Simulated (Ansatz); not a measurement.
A relaxation computed with Ansatz, from input to last step.

```yaml
crystal:
  lattice:
    - [2.7082034564, 0.0, 0.0]
    - [0.0, 11.4899341732, 0.0]
    - [0.0, 0.0, 16.5492207384]
  atoms:
    - { symbol: Rh, position: [1.0, 0.5555555556, 0.095350706] }
    - { symbol: Rh, position: [1.0, 0.1111111111, 0.2044476235] }
    - { symbol: Rh, position: [1.0, 0.6666666667, 0.3135445411] }
    - { symbol: Rh, position: [1.0, 0.2222222222, 0.4226414587] }
    - { symbol: Rh, position: [1.0, 0.7777777778, 0.0408022472] }
    - { symbol: Rh, position: [1.0, 0.3333333333, 0.1498991648] }
    - { symbol: Rh, position: [1.0, 0.8888888889, 0.2589960823] }
    - { symbol: Rh, position: [1.0, 0.4444444444, 0.3680929999] }
    - { symbol: Rh, position: [0.5, 0.3888888889, 0.0135280178] }
    - { symbol: Rh, position: [0.5, 0.9444444444, 0.1226249354] }
    - { symbol: Rh, position: [0.5, 0.5, 0.2317218529] }
    - { symbol: Rh, position: [0.5, 0.0555555556, 0.3408187705] }
    - { symbol: Rh, position: [0.5, 0.6111111111, 0.4499156881] }
    - { symbol: Rh, position: [0.5, 0.1666666667, 0.0680764766] }
    - { symbol: Rh, position: [0.5, 0.7222222222, 0.1771733942] }
    - { symbol: Rh, position: [0.5, 0.2777777778, 0.2862703117] }
    - { symbol: Rh, position: [0.5, 0.8333333333, 0.3953672293] }
    - { symbol: Rh, position: [0.0, 1.0, 0.4771899175] }
    - { symbol: Rh, position: [1.0, 0.0555555556, 0.8955854232] }
    - { symbol: Rh, position: [1.0, 0.6111111111, 0.7864885056] }
    - { symbol: Rh, position: [1.0, 0.1666666667, 0.677391588] }
    - { symbol: Rh, position: [1.0, 0.7222222222, 0.5682946704] }
    - { symbol: Rh, position: [1.0, 0.2777777778, 0.9501338819] }
    - { symbol: Rh, position: [1.0, 0.8333333333, 0.8410369644] }
    - { symbol: Rh, position: [1.0, 0.3888888889, 0.7319400468] }
    - { symbol: Rh, position: [1.0, 0.9444444444, 0.6228431292] }
    - { symbol: Rh, position: [0.5, 0.8888888889, 0.9774081113] }
    - { symbol: Rh, position: [0.5, 0.4444444444, 0.8683111938] }
    - { symbol: Rh, position: [0.5, 0.0, 0.7592142762] }
    - { symbol: Rh, position: [0.5, 0.5555555556, 0.6501173586] }
    - { symbol: Rh, position: [0.5, 0.1111111111, 0.541020441] }
    - { symbol: Rh, position: [0.5, 0.6666666667, 0.9228596525] }
    - { symbol: Rh, position: [0.5, 0.2222222222, 0.813762735] }
    - { symbol: Rh, position: [0.5, 0.7777777778, 0.7046658174] }
    - { symbol: Rh, position: [0.5, 0.3333333333, 0.5955688998] }
    - { symbol: Rh, position: [0.0, 0.5, 0.5137462116] }
basis:
  ecutwfc: 420
kpoints:
  mp_grid: { grid: [12, 4, 2] }
hamiltonian:
  xc: pbe
scf:
  occupations: { method: gaussian, width: 0.1 }
output:
  forces: true
  stress: true
  eigenvalues: true
  populations: true
  write_density: true
  write_potential: true
  elf: true
  volumetric_format: npy
relax:
  adjacent_minimum: "off"
  f_tol: 0.02
  max_steps: 60
  cell: { fix: [a, b, alpha, beta, gamma], stress_tol: 0.1 }
```

```bash
ansatz run input.yaml --threads 4 --pin off --max-ram 11264MiB --backend cpu --events-out ev --progress --plain --runs-dir out
```

The calculation used Ansatz, DFT PBE, scalar-relativistic, plane waves, PAW.

Of 7 frames 5 are shown, positions in Å and forces in eV/Å; the SCF threshold varies from step to step. Steps run on the plane waves of an earlier cell, with a Pulay correction in the pressure. The basis is chosen afresh for the last frame, the zero of the energies, and at times for earlier ones too; energy and pressure can step there, also at an unchanged geometry. Where two frames share a geometry here, they differ by under 2 meV/atom and 0.3 GPa. The mark taken_back stands on steps that the optimiser undid.

```xyz
36
Lattice="2.7082 0.0000 0.0000 0.0000 11.4899 0.0000 0.0000 0.0000 16.5492" Properties=species:S:1:pos:R:3:forces:R:3 pbc="T T T" step=1 free_energy_over_end_meV_per_atom=294.86 pressure_GPa=14.48
Rh    2.7082    6.3833    1.5780    0.0000    0.5432    0.0344
Rh    2.7082    1.2767    3.3834    0.0000   -0.0579   -0.1094
Rh    2.7082    7.6600    5.1889    0.0000    0.1751   -0.2959
Rh    2.7082    2.5533    6.9944    0.0000    0.6498    0.3273
Rh    2.7082    8.9366    0.6752    0.0000   -9.5678    7.4817
Rh    2.7082    3.8300    2.4807    0.0000    0.1024    0.2617
Rh    2.7082   10.2133    4.2862    0.0000    0.0052    0.2636
Rh    2.7082    5.1066    6.0917    0.0000   -0.9070   -1.2444
Rh    1.3541    4.4683    0.2239    0.0000    9.0496    8.3249
Rh    1.3541   10.8516    2.0293    0.0000    0.9301    1.3001
Rh    1.3541    5.7450    3.8348    0.0000   -0.0047   -0.2624
Rh    1.3541    0.6383    5.6403    0.0000   -0.1003   -0.2474
Rh    1.3541    7.0216    7.4458    0.0000    9.4187   -7.3857
Rh    1.3541    1.9150    1.1266    0.0000   -0.6727   -0.3147
Rh    1.3541    8.2983    2.9321    0.0000   -0.1750    0.2969
Rh    1.3541    3.1916    4.7376    0.0000    0.0581    0.1162
Rh    1.3541    9.5749    6.5430    0.0000   -0.5423   -0.0318
Rh    0.0000   11.4899    7.8971    0.0000   -8.9042   -8.2105
Rh    2.7082    0.6383   14.8212    0.0000    0.5432   -0.0344
Rh    2.7082    7.0216   13.0158    0.0000   -0.0579    0.1094
Rh    2.7082    1.9150   11.2103    0.0000    0.1751    0.2959
Rh    2.7082    8.2983    9.4048    0.0000    0.6498   -0.3273
Rh    2.7082    3.1916   15.7240    0.0000   -9.5678   -7.4817
Rh    2.7082    9.5749   13.9185    0.0000    0.1024   -0.2617
Rh    2.7082    4.4683   12.1130    0.0000    0.0052   -0.2636
Rh    2.7082   10.8516   10.3076    0.0000   -0.9070    1.2444
Rh    1.3541   10.2133   16.1753    0.0000    9.0496   -8.3249
Rh    1.3541    5.1066   14.3699    0.0000    0.9301   -1.3001
Rh    1.3541    0.0000   12.5644    0.0000   -0.0047    0.2624
Rh    1.3541    6.3833   10.7589    0.0000   -0.1003    0.2474
Rh    1.3541    1.2767    8.9535    0.0000    9.4187    7.3857
Rh    1.3541    7.6600   15.2726    0.0000   -0.6727    0.3147
Rh    1.3541    2.5533   13.4671    0.0000   -0.1750   -0.2969
Rh    1.3541    8.9366   11.6617    0.0000    0.0581   -0.1162
Rh    1.3541    3.8300    9.8562    0.0000   -0.5423    0.0318
Rh    0.0000    5.7450    8.5021    0.0000   -8.9042    8.2105
36
Lattice="2.7082 0.0000 0.0000 0.0000 11.4899 0.0000 0.0000 0.0000 16.7992" Properties=species:S:1:pos:R:3:forces:R:3 pbc="T T T" step=3 free_energy_over_end_meV_per_atom=3.16 pressure_GPa=0.81
Rh    2.7082    6.4501    1.8416    0.0000   -0.1124   -0.2179
Rh    2.7082    1.2994    3.3755    0.0000   -0.0052   -0.0017
Rh    2.7082    7.5667    5.1728    0.0000    0.1433    0.1992
Rh    2.7082    2.5439    7.1991    0.0000    0.0740   -0.1406
Rh    2.7082    8.7979    0.8304    0.0000   -0.3008    0.1938
Rh    2.7082    3.7822    2.5313    0.0000    0.0720    0.0249
Rh    2.7082   10.3343    4.2786    0.0000   -0.1943    0.0888
Rh    2.7082    5.0488    6.2468    0.0000   -0.1069   -0.0406
Rh    1.3541    4.7358    0.4322    0.0000    0.2819    0.1799
Rh    1.3541   10.9099    1.9998    0.0000    0.1041    0.0455
Rh    1.3541    5.6242    3.9685    0.0000    0.1918   -0.0899
Rh    1.3541    0.6860    5.7165    0.0000   -0.0719   -0.0296
Rh    1.3541    7.1599    7.4172    0.0000    0.3076   -0.1992
Rh    1.3541    1.9246    1.0478    0.0000   -0.0729    0.1443
Rh    1.3541    8.3917    3.0743    0.0000   -0.1442   -0.1958
Rh    1.3541    3.1687    4.8717    0.0000    0.0069    0.0016
Rh    1.3541    9.5080    6.4052    0.0000    0.1127    0.2205
Rh    0.0000   11.2223    7.8151    0.0000   -0.2856   -0.1787
Rh    2.7082    0.7051   14.8054    0.0000   -0.1124    0.2179
Rh    2.7082    7.0444   13.2715    0.0000   -0.0052    0.0017
Rh    2.7082    1.8217   11.4741    0.0000    0.1433   -0.1992
Rh    2.7082    8.2888    9.4479    0.0000    0.0740    0.1406
Rh    2.7082    3.0529   15.8166    0.0000   -0.3008   -0.1938
Rh    2.7082    9.5272   14.1157    0.0000    0.0720   -0.0249
Rh    2.7082    4.5894   12.3684    0.0000   -0.1943   -0.0888
Rh    2.7082   10.7937   10.4002    0.0000   -0.1069    0.0406
Rh    1.3541   10.4808   16.2147    0.0000    0.2819   -0.1799
Rh    1.3541    5.1650   14.6472    0.0000    0.1041   -0.0455
Rh    1.3541   -0.1207   12.6785    0.0000    0.1918    0.0899
Rh    1.3541    6.4310   10.9305    0.0000   -0.0719    0.0296
Rh    1.3541    1.4149    9.2297    0.0000    0.3076    0.1992
Rh    1.3541    7.6695   15.5991    0.0000   -0.0729   -0.1443
Rh    1.3541    2.6467   13.5727    0.0000   -0.1442    0.1958
Rh    1.3541    8.9137   11.7752    0.0000    0.0069   -0.0016
Rh    1.3541    3.7630   10.2417    0.0000    0.1127   -0.2205
Rh    0.0000    5.4773    8.8318    0.0000   -0.2856    0.1787
36
Lattice="2.7082 0.0000 0.0000 0.0000 11.4899 0.0000 0.0000 0.0000 16.9305" Properties=species:S:1:pos:R:3:forces:R:3 pbc="T T T" step=4 free_energy_over_end_meV_per_atom=5.23 pressure_GPa=-0.35 taken_back
Rh    2.7082    6.3881    1.8705    0.0000   -0.0637   -0.1848
Rh    2.7082    1.2848    3.4107    0.0000   -0.1106    0.0514
Rh    2.7082    7.6541    5.2445    0.0000   -0.3083    0.0897
Rh    2.7082    2.5016    7.1422    0.0000   -0.0637    0.3575
Rh    2.7082    8.6919    0.8110    0.0000    0.3022   -0.1198
Rh    2.7082    3.8053    2.6056    0.0000    0.1635   -0.1751
Rh    2.7082   10.2747    4.2702    0.0000    0.0804   -0.0978
Rh    2.7082    5.0251    6.3385    0.0000    0.3508   -0.1946
Rh    1.3541    4.7324    0.4253    0.0000   -0.2555    0.0942
Rh    1.3541   10.9331    1.9733    0.0000   -0.3511    0.1936
Rh    1.3541    5.6835    4.0414    0.0000   -0.0813    0.0976
Rh    1.3541    0.6630    5.7058    0.0000   -0.1637    0.1770
Rh    1.3541    7.2666    7.5010    0.0000   -0.3030    0.1210
Rh    1.3541    1.9666    1.1692    0.0000    0.0637   -0.3568
Rh    1.3541    8.3038    3.0675    0.0000    0.3096   -0.0896
Rh    1.3541    3.1835    4.9008    0.0000    0.1117   -0.0509
Rh    1.3541    9.5703    6.4409    0.0000    0.0623    0.1857
Rh    0.0000   11.2257    7.8865    0.0000    0.2568   -0.0946
Rh    2.7082    0.6431   14.9065    0.0000   -0.0637    0.1848
Rh    2.7082    7.0298   13.3664    0.0000   -0.1106   -0.0514
Rh    2.7082    1.9092   11.5325    0.0000   -0.3083   -0.0897
Rh    2.7082    8.2466    9.6349    0.0000   -0.0637   -0.3575
Rh    2.7082    2.9469   15.9660    0.0000    0.3022    0.1198
Rh    2.7082    9.5503   14.1715    0.0000    0.1635    0.1751
Rh    2.7082    4.5298   12.5069    0.0000    0.0804    0.0978
Rh    2.7082   10.7701   10.4385    0.0000    0.3508    0.1946
Rh    1.3541   10.4774   16.3518    0.0000   -0.2555   -0.0942
Rh    1.3541    5.1881   14.8038    0.0000   -0.3511   -0.1936
Rh    1.3541   -0.0614   12.7357    0.0000   -0.0813   -0.0976
Rh    1.3541    6.4080   11.0712    0.0000   -0.1637   -0.1770
Rh    1.3541    1.5217    9.2760    0.0000   -0.3030   -0.1210
Rh    1.3541    7.7116   15.6078    0.0000    0.0637    0.3568
Rh    1.3541    2.5589   13.7096    0.0000    0.3096    0.0896
Rh    1.3541    8.9285   11.8763    0.0000    0.1117    0.0509
Rh    1.3541    3.8253   10.3361    0.0000    0.0623   -0.1857
Rh    0.0000    5.4807    8.8905    0.0000    0.2568    0.0946
36
Lattice="2.7082 0.0000 0.0000 0.0000 11.4899 0.0000 0.0000 0.0000 16.8368" Properties=species:S:1:pos:R:3:forces:R:3 pbc="T T T" step=5 free_energy_over_end_meV_per_atom=0.24 pressure_GPa=0.27
Rh    2.7082    6.4103    1.8016    0.0000    0.0627    0.0280
Rh    2.7082    1.2804    3.3971    0.0000   -0.0019    0.0180
Rh    2.7082    7.6151    5.2091    0.0000    0.0653    0.0263
Rh    2.7082    2.5580    7.1664    0.0000   -0.0129    0.0414
Rh    2.7082    8.7433    0.8225    0.0000   -0.0012   -0.0178
Rh    2.7082    3.7889    2.5466    0.0000    0.0309    0.0168
Rh    2.7082   10.2812    4.2994    0.0000    0.0348    0.0181
Rh    2.7082    5.0726    6.2445    0.0000   -0.0011   -0.0071
Rh    1.3541    4.7189    0.4204    0.0000    0.0021   -0.0154
Rh    1.3541   10.8857    2.0211    0.0000    0.0008    0.0077
Rh    1.3541    5.6770    3.9663    0.0000   -0.0344   -0.0186
Rh    1.3541    0.6794    5.7190    0.0000   -0.0311   -0.0169
Rh    1.3541    7.2150    7.4433    0.0000    0.0018    0.0185
Rh    1.3541    1.9103    1.0992    0.0000    0.0130   -0.0412
Rh    1.3541    8.3430    3.0567    0.0000   -0.0645   -0.0269
Rh    1.3541    3.1879    4.8685    0.0000    0.0021   -0.0174
Rh    1.3541    9.5480    6.4639    0.0000   -0.0640   -0.0268
Rh    0.0000   11.2395    7.8453    0.0000   -0.0025    0.0159
Rh    2.7082    0.6654   14.8825    0.0000    0.0627   -0.0280
Rh    2.7082    7.0253   13.2871    0.0000   -0.0019   -0.0180
Rh    2.7082    1.8702   11.4751    0.0000    0.0653   -0.0263
Rh    2.7082    8.3030    9.5178    0.0000   -0.0129   -0.0414
Rh    2.7082    2.9983   15.8617    0.0000   -0.0012    0.0178
Rh    2.7082    9.5339   14.1375    0.0000    0.0309   -0.0168
Rh    2.7082    4.5362   12.3848    0.0000    0.0348   -0.0181
Rh    2.7082   10.8175   10.4396    0.0000   -0.0011    0.0071
Rh    1.3541   10.4639   16.2638    0.0000    0.0021    0.0154
Rh    1.3541    5.1407   14.6630    0.0000    0.0008   -0.0077
Rh    1.3541   -0.0679   12.7179    0.0000   -0.0344    0.0186
Rh    1.3541    6.4244   10.9652    0.0000   -0.0311    0.0169
Rh    1.3541    1.4700    9.2409    0.0000    0.0018   -0.0185
Rh    1.3541    7.6552   15.5850    0.0000    0.0130    0.0412
Rh    1.3541    2.5980   13.6274    0.0000   -0.0645    0.0269
Rh    1.3541    8.9329   11.8156    0.0000    0.0021    0.0174
Rh    1.3541    3.8030   10.2202    0.0000   -0.0640    0.0268
Rh    0.0000    5.4945    8.8389    0.0000   -0.0025   -0.0159
36
Lattice="2.7082 0.0000 0.0000 0.0000 11.4899 0.0000 0.0000 0.0000 16.8364" Properties=species:S:1:pos:R:3:forces:R:3 pbc="T T T" step=7 free_energy_over_end_meV_per_atom=0.00 pressure_GPa=0.22
Rh    2.7082    6.4192    1.8041    0.0000   -0.0167   -0.0027
Rh    2.7082    1.2831    3.3986    0.0000    0.0012    0.0025
Rh    2.7082    7.6172    5.2101    0.0000   -0.0083   -0.0017
Rh    2.7082    2.5547    7.1711    0.0000   -0.0031    0.0027
Rh    2.7082    8.7507    0.8211    0.0000   -0.0013    0.0011
Rh    2.7082    3.7941    2.5448    0.0000    0.0021   -0.0029
Rh    2.7082   10.2839    4.3008    0.0000   -0.0066    0.0006
Rh    2.7082    5.0689    6.2416    0.0000    0.0037   -0.0020
Rh    1.3541    4.7295    0.4174    0.0000    0.0043   -0.0004
Rh    1.3541   10.8894    2.0240    0.0000   -0.0037    0.0022
Rh    1.3541    5.6744    3.9648    0.0000    0.0065   -0.0007
Rh    1.3541    0.6742    5.7209    0.0000   -0.0021    0.0026
Rh    1.3541    7.2075    7.4444    0.0000    0.0015   -0.0010
Rh    1.3541    1.9137    1.0945    0.0000    0.0028   -0.0023
Rh    1.3541    8.3410    3.0555    0.0000    0.0080    0.0018
Rh    1.3541    3.1852    4.8671    0.0000   -0.0011   -0.0027
Rh    1.3541    9.5390    6.4615    0.0000    0.0169    0.0027
Rh    0.0000   11.2286    7.8482    0.0000   -0.0041    0.0005
Rh    2.7082    0.6742   14.8797    0.0000   -0.0167    0.0027
Rh    2.7082    7.0281   13.2852    0.0000    0.0012   -0.0025
Rh    2.7082    1.8723   11.4737    0.0000   -0.0083    0.0017
Rh    2.7082    8.2996    9.5127    0.0000   -0.0031   -0.0027
Rh    2.7082    3.0057   15.8626    0.0000   -0.0013   -0.0011
Rh    2.7082    9.5391   14.1390    0.0000    0.0021    0.0029
Rh    2.7082    4.5389   12.3830    0.0000   -0.0066   -0.0006
Rh    2.7082   10.8139   10.4422    0.0000    0.0037    0.0020
Rh    1.3541   10.4745   16.2663    0.0000    0.0043    0.0004
Rh    1.3541    5.1444   14.6598    0.0000   -0.0037   -0.0022
Rh    1.3541   -0.0706   12.7189    0.0000    0.0065    0.0007
Rh    1.3541    6.4192   10.9629    0.0000   -0.0021   -0.0026
Rh    1.3541    1.4626    9.2393    0.0000    0.0015    0.0010
Rh    1.3541    7.6587   15.5893    0.0000    0.0028    0.0023
Rh    1.3541    2.5961   13.6283    0.0000    0.0080   -0.0018
Rh    1.3541    8.9301   11.8167    0.0000   -0.0011    0.0027
Rh    1.3541    3.7941   10.2223    0.0000    0.0169   -0.0027
Rh    0.0000    5.4836    8.8356    0.0000   -0.0041   -0.0005
```

Time: 38 min on 4 threads of AMD EPYC 7R43 64-Core Processor (Zen 3), on a shared host, peak memory 7.1 GiB.